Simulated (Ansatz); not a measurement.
Be₇Te: competing structures

These are results of Ansatz 0.2.0, DFT PBE, scalar-relativistic, plane waves, PAW, not measurements. Settings: cutoff 420 eV, Γ-centred meshes spaced at most about 0.3 Å⁻¹, and about 0.25 Å⁻¹ or finer for metals (2π included), Gaussian smearing. No spin polarisation.

Energies over the elements count from the elements' standard structures at the same level, with no fitted energy shifts.

These are static total energies at zero pressure. Larger cells and other orderings weren't all tried, so the list isn't exhaustive. These runs have no spin–orbit coupling, which can matter for Te. The reference form of Te is held partly by dispersion forces, which this level lacks.

Invented guesses were relaxed alike, and ends that match in structure were merged. ΔE counts from the first row. Coordination counts Be atoms around Te (those within 1.25 times the shortest such distance or 1.15 times the sum of covalent radii; a plus sign parts nearer from farther groups). The ends were matched against large subsets of the Crystallography Open Database and the Materials Project, so a missing match doesn't prove that a structure is unreported.

```
#                         reached from  type and space group  atoms  Å³/atom  coordination  ΔE (meV/atom)  gap on mesh (eV)  in databases
1  a cell proposed by chemical analogy         P-3 (No. 147)     16     11.6          Te 3              0              0.00      no match
2  a cell proposed by chemical analogy          P3 (No. 143)      8     11.5        Te 3+3            134              0.00      no match
3                          random cell            P1 (No. 1)      8     11.8        Te 7+2            271              0.00      no match
```

The lowest: Space group P-3 (No. 147), trigonal, a = 3.883 Å, c = 14.252 Å. Be on a site of symmetry 1 has 10 Be at 2.21–2.28 Å; around Be on a site of symmetry 3 lie 3 Be at 2.28 Å and 3 Te at 2.44 Å; Be on a second site of symmetry 1 is surrounded by 12 Be at 2.21–2.24 Å; Te is surrounded by 3 Be at 2.44 Å. Its energy over the elements is +0.06 eV/atom. A positive value: parting into the elements would lower its energy. An observed structure of this formula, if there is one, may be missing.

```
CELL_PARAMETERS angstrom
3.88257 0.00000 0.00000
-1.94129 3.36241 0.00000
0.00000 0.00000 14.25155
ATOMIC_POSITIONS crystal
Be 0.00449 0.33900 0.19006
Be 0.33333 0.66667 0.32296
Be 0.66100 0.66550 0.19006
Be 0.33450 0.99551 0.19006
Be 0.66550 0.00449 0.80994
Be 0.66667 0.33333 0.67704
Be 0.99551 0.66100 0.80994
Be 0.33900 0.33450 0.80994
Be 0.33374 0.00049 0.93711
Be 0.00049 0.66674 0.06289
Be 0.33326 0.33374 0.06289
Be 0.99951 0.33326 0.93711
Be 0.66626 0.99951 0.06289
Be 0.66674 0.66626 0.93711
Te 0.00000 0.00000 0.60986
Te 0.00000 0.00000 0.39015
```

The second: Space group P3 (No. 143), trigonal, a = 3.843 Å, c = 7.222 Å. Be on a site of symmetry 1 has 10 Be at 2.21–2.26 Å; Be on a site of symmetry 3 has 3 Be at 2.26 Å and 3 Te at 2.46 Å; around Be on a second site of symmetry 1 lie 9 Be at 2.21–2.23 Å and 1 Te at 2.78 Å; around Te lie 3 Be at 2.46 Å and 3 Be at 2.78 Å. Counting Be atoms around Te, the first has Te 3 and the second has Te 3+3. Cells relaxed within their symmetry can be saddle points. Some types were kept out of the candidates beforehand, so the set may lack a known form.
